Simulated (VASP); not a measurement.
# Cs in VASP: a series of runs

The runs below take Cs through relaxation of the atoms, with LDA, PBE, PBEsol, RPBE.

Program: VASP 6.6.1. These are calculated values, not measurements. Logs are shortened: lines on timing, memory, paths and dates and some standing lists are left out, and cuts for length are marked.

### 1 Starting point

The cell holds a slab with vacuum, 5 atoms: a = 5.235 Å, b = 8.549 Å, c = 24.871 Å, α = 90.00°, β = 90.00°, γ = 90.00°.

The slab is cut from a database's or a generator's crystal, which needn't be the stable form of the element.

### 2 Relaxation of the atoms, LDA

INCAR

```
ALGO = Normal
DIPOL = 0.5 0.5 0.500
EDIFF = 1E-7
EDIFFG = -0.01
ENCUT = 520
IBRION = 2
IDIPOL = 3
ISIF = 2
ISMEAR = -1
LASPH = True
LCHARG = False
LDIPOL = True
LREAL = False
LWAVE = False
NELM = 80
NSW = 40
PREC = Accurate
SIGMA = 0.05
```

KPOINTS

```
k-points
0
Gamma
  4 3 1
```

POSCAR

```
Cs
1.0
    5.2351235659      0.0000000000      0.0000000000
    0.0000000000      8.5489209845      0.0000000000
    0.0000000000      0.0000000000     24.8714436634
Cs
5
Selective dynamics
Direct
    0.3333333333      0.5000000000      0.3015506499  F F F
    0.6666666667      0.0000000000      0.4007753249  F F F
    0.0000000000      0.5000000000      0.5000000000  T T T
    0.3333333333      0.0000000000      0.5992246751  T T T
    0.6666666667      0.5000000000      0.6984493501  T T T
```

Potentials or basis: VASP PAW LDA potentials, release 64 (Cs_sv).

Launch:

```sh
cat potpaw_LDA.64/Cs_sv/POTCAR > POTCAR
mpirun -np 1 vasp_std > vasp.out
```

OUTCAR:

```text
EDIFF = 1E-7
   EDIFFG = -0.01
   ENCUT = 520
   IBRION = 2
   ISIF = 2
   ISMEAR = -1
   LASPH = True
   LREAL = False
   NELM = 80
   NSW = 40
   PREC = Accurate

 ion  position               nearest neighbor table
   1  0.333  0.500  0.302-
   2  0.667  0.000  0.401-
   3  0.000  0.500  0.500-
   4  0.333  0.000  0.599-
   5  0.667  0.500  0.698-

  LATTYP: Found a simple orthorhombic cell.
 ALAT       =     5.2351235659
 B/A-ratio  =     1.6329931618
 C/A-ratio  =     4.7508799650

  Lattice vectors:

 A1 = (   5.2351235659,   0.0000000000,   0.0000000000)
 A2 = (   0.0000000000,   8.5489209845,   0.0000000000)
 A3 = (   0.0000000000,   0.0000000000,  24.8714436634)

Analysis of symmetry for initial positions (statically):
=====================================================================
 Subroutine PRICEL returns:
 Original cell was already a primitive cell.

 Routine SETGRP: Setting up the symmetry group for a
 simple orthorhombic supercell.

 Subroutine GETGRP returns: Found  4 space group operations
 (whereof  4 operations were pure point group operations)
 out of a pool of  8 trial point group operations.

The static configuration has the point symmetry C_2h.

Analysis of symmetry for dynamics (positions and initial velocities):
=====================================================================
 Subroutine PRICEL returns:
 Original cell was already a primitive cell.

 Routine SETGRP: Setting up the symmetry group for a
 simple orthorhombic supercell.

 Subroutine GETGRP returns: Found  4 space group operations
 (whereof  4 operations were pure point group operations)
 out of a pool of  8 trial point group operations.

The dynamic configuration has the point symmetry C_2h.

Analysis of constrained symmetry for selective dynamics:
=====================================================================
 Subroutine PRICEL returns:
 Original cell was already a primitive cell.

 Routine SETGRP: Setting up the symmetry group for a
 simple orthorhombic supercell.

 Subroutine GETGRP returns: Found  2 space group operations
 (whereof  2 operations were pure point group operations)
 out of a pool of  8 trial point group operations.

The constrained configuration has the point symmetry C_1h.

 Subroutine INISYM returns: Found  2 space group operations
 (whereof  2 operations are pure point group operations),
 and found     1 'primitive' translations

----------------------------------------------------------------------------------------

                                     Primitive cell

  volume of cell :    1113.1129

  direct lattice vectors                    reciprocal lattice vectors
     5.235123566  0.000000000  0.000000000     0.191017459  0.000000000  0.000000000
     0.000000000  8.548920985  0.000000000     0.000000000  0.116973826  0.000000000
     0.000000000  0.000000000 24.871443663     0.000000000  0.000000000  0.040206753

  length of vectors
     5.235123566  8.548920985 24.871443663     0.191017459  0.116973826  0.040206753

  position of ions in fractional coordinates (direct lattice)
     0.333333333  0.500000000  0.301550650
     0.666666667  0.000000000  0.400775325
     0.000000000  0.500000000  0.500000000
     0.333333333  0.000000000  0.599224675
     0.666666667  0.500000000  0.698449350

  ion indices of the primitive-cell ions
   primitive index   ion index
                 1           1
                 2           2
                 3           3
                 4           4
                 5           5

----------------------------------------------------------------------------------------
[... 32 lines left out ...]
  0.500000  0.333333  0.000000      2.000000
   k-points           NKPTS =      6   k-points in BZ     NKDIM =      6   number of bands    NBANDS=     27
   number of dos      NEDOS =    301   number of ions     NIONS =      5
   total plane-waves  NPLWV = 491520
   dimension x,y,z NGX =    40 NGY =   64 NGZ =  192
   dimension x,y,z NGXF=    80 NGYF=  128 NGZF=  384
   ions per type =               5
   NGX,Y,Z   is equivalent  to a cutoff of  12.70, 12.45, 12.83 a.u.
   NGXF,Y,Z  is equivalent  to a cutoff of  25.40, 24.89, 25.67 a.u.
 SYSTEM =  unknown system
   PREC   = accura    normal or accurate (medium, high low for compatibility)
   ISTART =      0    job   : 0-new  1-cont  2-samecut
   ICHARG =      2    charge: 1-file 2-atom 10-const
   ISPIN  =      1    spin polarized calculation?
   LNONCOLLINEAR =      F non collinear calculations
   LSORBIT =      F    spin-orbit coupling
   LASPH  =      T    aspherical Exc in radial PAW
   ENCUT  =  520.0 eV  38.22 Ry    6.18 a.u.   9.73 15.90 46.24*2*pi/ulx,y,z
   NELM   =     80;   NELMIN=  2; NELMDL= -5     # of ELM steps
   EDIFF  = 0.1E-06   stopping-criterion for ELM
   LREAL  =      F    real-space projection
   EDIFFG = -.1E-01   stopping-criterion for IOM
   NSW    =     40    number of steps for IOM
   IBRION =      2    ionic relax: 0-MD 1-quasi-New 2-CG
   NFREE  =      1    steps in history (QN), initial steepest desc. (CG)
   ISIF   =      2    stress and relaxation
   ISYM   =      2    0-nonsym 1-usesym 2-fastsym
   POTIM  = 0.5000    time-step for ionic-motion
   TEBEG  =    0.0;   TEEND  =   0.0 temperature during run
   PSTRESS=    0.0 pullay stress
   NELECT =      45.0000    total number of electrons
   NUPDOWN=      -1.0000    fix difference up-down
   EMIN   =  10.00;   EMAX   =-10.00  energy-range for DOS
   EFERMI =   0.00;   METHOD = LEGACY
   ISMEAR =    -1;   SIGMA  =   0.05  broadening in eV -4-tet -1-fermi 0-gaus
   EFERMI_NEDOS =   21; number of points for ismear=-14 and -15
   IALGO  =     38    algorithm
   IMIX   =      4    mixing-type and parameters
     AMIX     =   0.40;   BMIX     =  1.00
     AMIX_MAG =   1.60;   BMIX_MAG =  1.00
  volume/ion in A,a.u.               =     222.62      1502.33
  Fermi-wavevector in a.u.,A,eV,Ry     =   0.561866  1.061772  4.295266  0.315693
  Thomas-Fermi vector in A             =   1.598344
   LORBIT       =      0    0 simple, 1 ext, 2 COOP (PROOUT), +10 PAW based schemes
   GGA     = CA    functional components
   LHFCALC =     F    Hartree Fock is set to
   AEXX    =    0.0000 exact exchange contribution
   IVDW    =     0    specifies the selected vdW correction
   LEPSILON=     F    determine dielectric tensor
   LRPA    =     F    only Hartree local field effects (RPA)
 conjugate gradient relaxation of ions
 non-spin polarized calculation
  energy-cutoff  :      520.00
  volume of cell :     1113.11
 maximum number of plane-waves:     30014
 NGX is ok and might be reduce to    40
   NGX = 19   NGY = 31   NGZ = 93

--------------------------------------- Ionic step        1  -------------------------------------------

 number of electron      45.0000001 magnetization

 Free energy of the ion-electron system (eV)
  ---------------------------------------------------
  ext. energy  EPLUGINS =         0.00000000
  ---------------------------------------------------
  free energy    TOTEN  =        -4.35837868 eV

  energy without entropy =       -4.30477621  energy(sigma->0) =       -4.33157745

------------------------ aborting loop because EDIFF is reached ----------------------------------------

  FORCE on cell =-STRESS in cart. coord.  units (eV):
  Direction    XX          YY          ZZ          XY          YZ          ZX
  --------------------------------------------------------------------------------------
  -------------------------------------------------------------------------------------
  Total       -1.5387685     -0.7081397     -0.7538803      0.0000000      0.0000000      0.0381271
  in kB       -2.2148517     -1.0192724     -1.0851099      0.0000000      0.0000000      0.0548789
  external PRESSURE =      -1.4397447 kB  Pullay stress =       0.0000000 kB
[... 98 lines left out ...]
  FREE ENERGIE OF THE ION-ELECTRON SYSTEM (eV)
  ---------------------------------------------------
  free  energy   TOTEN  =        -4.3594811299 eV

  energy  without entropy=       -4.3059122744  energy(sigma->0) =       -4.33269670

[... ionic steps 4 to 19 ...]

--------------------------------------- Ionic step       20  -------------------------------------------

 number of electron      45.0000008 magnetization

------------------------ aborting loop because EDIFF is reached ----------------------------------------
[... 28 lines left out ...]
  FREE ENERGIE OF THE ION-ELECTRON SYSTEM (eV)
  ---------------------------------------------------
  free  energy   TOTEN  =        -4.4050521337 eV

  energy  without entropy=       -4.3509144427  energy(sigma->0) =       -4.37798329

 dipolmoment           0.000000      0.000000     -0.005136 electrons x Angstroem

--------------------------------------- Ionic step       21  -------------------------------------------

 number of electron      45.0000000 magnetization

------------------------ aborting loop because EDIFF is reached ----------------------------------------
[... 34 lines left out ...]
--------------------------------------- Ionic step       22  -------------------------------------------

 number of electron      45.0000005 magnetization

 dipolmoment           0.000000      0.000000      0.001773 electrons x Angstroem

 Free energy of the ion-electron system (eV)
  ---------------------------------------------------
  ext. energy  EPLUGINS =         0.00000000
  ---------------------------------------------------
  free energy    TOTEN  =        -4.40658780 eV

  energy without entropy =       -4.35280375  energy(sigma->0) =       -4.37969577

 E-fermi :  -0.8427     XC(G=0):  -3.2696

 val. band max:       -0.8722963021   @ k =   0.0000   0.3333   0.0000
 cond. band min:      -0.8214999752   @ k =   0.5000   0.3333   0.0000
 fundamental gap:      0.0507963270
 Fermi energy:        -0.8426574295

 k-point     1 :       0.0000    0.0000    0.0000
  band No.  band energies     occupation
      1     -24.9183      2.00000
      2     -24.8678      2.00000
      3     -24.6574      2.00000
      4     -24.6530      2.00000
      5     -24.5643      2.00000
      6     -11.7556      2.00000
[... 169 lines left out ...]
     26      -0.0805      0.00000
     27       0.1422      0.00000

------------------------ aborting loop because EDIFF is reached ----------------------------------------

 vacuum level on the upper side and lower side of the slab       (xc-potential included)        -0.208        -0.256

  FORCE on cell =-STRESS in cart. coord.  units (eV):
  Direction    XX          YY          ZZ          XY          YZ          ZX
  --------------------------------------------------------------------------------------
  -------------------------------------------------------------------------------------
  Total       -1.0537357     -0.3771555      0.0253594      0.0000000      0.0000000     -0.0491637
  in kB       -1.5167117     -0.5428649      0.0365015      0.0000000      0.0000000     -0.0707646
  external PRESSURE =      -0.6743584 kB  Pullay stress =       0.0000000 kB
[... 20 lines left out ...]
  FREE ENERGIE OF THE ION-ELECTRON SYSTEM (eV)
  ---------------------------------------------------
  free  energy   TOTEN  =        -4.4065877972 eV

  energy  without entropy=       -4.3528037510  energy(sigma->0) =       -4.37969577

 reached required accuracy - stopping structural energy minimisation

 vacuum level on the upper side and lower side of the slab         1.124         1.077
```

Run time: 43 min. Hardware: 1 thread of Intel Xeon 6975P-C (Granite Rapids), shared host; peak memory 0.77 GiB.

Results:

```yaml
Free_energy: -4.4066 eV
Energy_gained_by_relaxing: 9.6 meV/atom
Ionic_steps: 22
Band_gap_on_the_k_mesh: none (metal or under the smearing width)
```

Step by step:
```csv
step,energy change (eV),largest force (eV/Å),pressure (GPa)
1,0.0000,0.0692,-0.14
2,-0.0003,0.0691,-0.14
3,-0.0011,0.0692,-0.14
4,-0.0027,0.0694,-0.14
5,-0.0058,0.0694,-0.14
6,-0.0112,0.0697,-0.14
7,-0.0191,0.0701,-0.12
8,-0.0187,0.1198,-0.10
9,-0.0219,0.0756,-0.11
10,-0.0257,0.0683,-0.11
11,-0.0347,0.0512,-0.10
12,-0.0416,0.0200,-0.08
13,-0.0417,0.0203,-0.09
14,-0.0426,0.0212,-0.09
15,-0.0446,0.0252,-0.08
16,-0.0438,0.0401,-0.06
17,-0.0450,0.0293,-0.07
18,-0.0461,0.0274,-0.07
19,-0.0472,0.0249,-0.07
20,-0.0467,0.0294,-0.06
21,-0.0474,0.0231,-0.07
22,-0.0482,0.0176,-0.07
```

Final structure:
```xyz
5
Lattice="5.2351 0.0000 0.0000 0.0000 8.5489 0.0000 0.0000 0.0000 24.8714" Properties=species:S:1:pos:R:3 pbc="T T T"
Cs    1.7450    4.2745    7.5000
Cs    3.4901    0.0000    9.9679
Cs    0.2488    4.2745   12.0131
Cs    1.0075    0.0000   14.5586
Cs    3.3050    4.2745   16.3698
```

Levels at points of the mesh, in eV from the Fermi level:
```
           k point  band 19  band 20  band 21  band 22  band 23  band 24  band 25  band 26
(0.00, 0.00, 0.00)   -10.49   -10.48    -1.60    -1.00    -0.19     0.16     0.52     0.85
(0.50, 0.00, 0.00)   -10.51   -10.49    -0.14     0.04     0.26     0.55     0.62     0.78
```

Spin-orbit coupling is left out, which matters for the levels of Cs.

### 3 Relaxation of the atoms, PBE

Edit INCAR of step 2 so:

```diff
@@ -5,2 +5,3 @@
 ENCUT = 520
+GGA = PE
 IBRION = 2
```

KPOINTS is that of step 2.

POSCAR is that of step 2.

Potentials or basis: VASP PAW PBE potentials, release 64 (Cs_sv).

Launch:

```sh
cat potpaw_PBE.64/Cs_sv/POTCAR > POTCAR
mpirun -np 1 vasp_std > vasp.out
```

Run time: 17 min. Hardware: 1 thread of Intel Xeon 6975P-C (Granite Rapids), shared host; peak memory 1.1 GiB.

It converged, with:

| Quantity | Value |
| --- | --- |
| Free energy | -3.8342 eV |
| Energy gained by relaxing | 2.0 meV/atom |
| Ionic steps | 10 |
| Band gap on the k mesh | none (metal or under the smearing width) |

The path:
```
step  energy change (eV)  largest force (eV/Å)  pressure (GPa)
   1              0.0000                0.0365            0.02
   2             -0.0001                0.0363            0.02
   3             -0.0004                0.0360            0.02
   4             -0.0009                0.0352            0.02
   5             -0.0019                0.0340            0.02
   6             -0.0038                0.0315            0.02
   7             -0.0069                0.0277            0.01
   8             -0.0098                0.0260            0.01
   9             -0.0099                0.0260            0.01
  10             -0.0101                0.0251            0.01
```

Final structure:
```
Cs
1.0
     5.23512    0.00000    0.00000
     0.00000    8.54892    0.00000
     0.00000    0.00000   24.87144
Cs
5
Direct
  0.33333 0.50000 0.30155
  0.66667 0.00000 0.40078
  0.99948 0.50000 0.50093
  0.27271 0.00000 0.60686
  0.70874 0.50000 0.70353
```

Levels at points of the mesh, in eV from the Fermi level:
```
           k point  band 18  band 19  band 20  band 21  band 22  band 23  band 24  band 25  band 26  band 27
(0.00, 0.00, 0.00)   -10.65   -10.63   -10.61    -1.54    -1.05    -0.31     0.24     0.41     0.75     0.89
(0.50, 0.00, 0.00)   -10.70   -10.64   -10.63    -0.06     0.05     0.25     0.48     0.67     0.71     0.98
```

Spin-orbit coupling is left out, which matters for the levels of Cs.

[end of part 1 of 2]
